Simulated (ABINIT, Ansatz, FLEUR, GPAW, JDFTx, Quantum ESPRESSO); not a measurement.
## One calculation of WC, 7 ways

```
W C
1.0
     2.90650    0.00000    0.00000
    -1.45325    2.51710    0.00000
     0.00000    0.00000    2.83660
W C
1 1
Cartesian
  0.0076 0.0168 0.0552
  1.5104 0.8177 1.4749
```

Atoms were shifted at random by some hundredths of an Å from the given cell, which wasn't relaxed again for these runs.

Alike in all runs: task single point; functional PBEsol; k mesh 10 × 10 × 9; occupations fermi-dirac, width 0.05 eV; no spin polarisation; no spin-orbit coupling. Pressure is positive in compression and, in plane waves, holds the error of the finite cutoff, which Ansatz's Pulay term estimates and takes out.

```tsv
program and potentials	plane-wave cutoff (eV)	notes	pressure (GPa)	largest force (eV/Å)	energy over the undisturbed cell (meV/atom)
Ansatz, Ansatz PAW	420	potentials made for PBE, which Ansatz adapts in part; Pulay term of +0.30 GPa included	-2.84	1.026	15.95
JDFTx, PseudoDojo-SR-PBEsol-0.4.1-standard with smoothed tails	1116	-	-2.47	1.028	15.98
ABINIT, PseudoDojo NC SR PBEsol v0.4.1 standard	1116	-	-2.47	1.028	15.98
Quantum ESPRESSO, GBRV 1.5 PBEsol	762	-	-1.93	1.036	16.10
Ansatz, all-electron LAPW, scalar-relativistic	-	-	-2.78	1.024	-
FLEUR, all-electron, FLAPW	-	-	-	1.025	-
GPAW, PAW data sets generated for this functional	800	-	-3.33	1.028	15.99
```

Force on atom 1 (W), eV/Å:

| program and potentials | x | y | z |
| --- | --- | --- | --- |
| Ansatz, Ansatz PAW | 0.822 | -0.614 | 0.019 |
| JDFTx, PseudoDojo-SR-PBEsol-0.4.1-standard with smoothed tails | 0.823 | -0.615 | 0.019 |
| ABINIT, PseudoDojo NC SR PBEsol v0.4.1 standard | 0.823 | -0.615 | 0.019 |
| Quantum ESPRESSO, GBRV 1.5 PBEsol | 0.830 | -0.620 | 0.019 |
| Ansatz, all-electron LAPW, scalar-relativistic | 0.820 | -0.613 | 0.019 |
| FLEUR, all-electron, FLAPW | 0.821 | -0.614 | 0.019 |
| GPAW, PAW data sets generated for this functional | 0.824 | -0.615 | 0.019 |

The pressure spans -3.33 (GPAW, PAW data sets generated for this functional) to -1.93 GPa (Quantum ESPRESSO, GBRV 1.5 PBEsol), with all-electron results at -2.78.

Differences between rows come from potentials, basis sets and numerical settings, since the functional is the same but for its coding. Runs on potential files found faulty are left out.

The forces are restoring: tungsten is pulled along the direction in which carbon has moved relative to it. With one W and one C per cell, a common translation costs nothing, so the distortion is purely a zone-centre optical displacement. The small z component therefore reflects nearly equal shifts of both atoms along c, not a soft axial bond. The steep response fits the strong, directional W 5d-C 2p hybridisation of this hard carbide, and the energy rise is close to what a harmonic well would give for these forces.

All the pressures are negative, so the distorted cell tends to contract. Their spread looks large beside the close agreement in forces, but in so stiff a lattice it corresponds to only a very small change in volume. Errors in the two quantities needn't go together: GBRV departs most from the all-electron values in both, whereas GPAW gives the most negative pressure with an almost unchanged force. A single, mainly in-plane displacement can't establish the anisotropy of the optical modes.
